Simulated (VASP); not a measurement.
Input of a VASP 6.6.1 run:

INCAR

```
PREC = Accurate ; ENCUT = 600
EDIFF = 1E-7 ; ISMEAR = 0
SIGMA = 0.1 ; LREAL = False
LASPH = True ; NELM = 60
ALGO = Fast ; ISIF = 3
LWAVE = False ; LCHARG = False
GGA = RP ; IBRION = 2
NSW = 90 ; EDIFFG = -0.005
```

File KPOINTS:

```
Automatic mesh
0
Gamma
  18 18 18
```

POSCAR

```
Pd
1.0
   -1.5431889800      1.5431889800      1.5431889800
    1.5431889800     -1.5431889800      1.5431889800
    1.5431889800      1.5431889800     -1.5431889800
Pd
1
Direct
    0.0000000000      0.0000000000      0.0000000000
```

Potentials or basis: VASP PAW PBE potentials, release 64 (Pd).

Command:

```bash
$ cat potpaw_PBE.64/Pd/POTCAR > POTCAR
$ mpirun -np 1 vasp_std > vasp.out
```

(1) What does it give for the band gap on the k mesh?

(2) Estimate the space group after relaxing (to 0.05 Å).

(3) What does it give for the relaxed volume?

(4) What does it give for the relaxed cell?

## Answers

(1) none (metal or under the smearing width).

(2) Im-3m (No. 229).

(3) 15.85 Å³/atom.

(4) a = 2.741 Å, b = 2.741 Å, c = 2.741 Å, α = 109.47°, β = 109.47°, γ = 109.47°.

Caveat: the PAW data sets were made with another functional, which shifts forces and pressure a little.
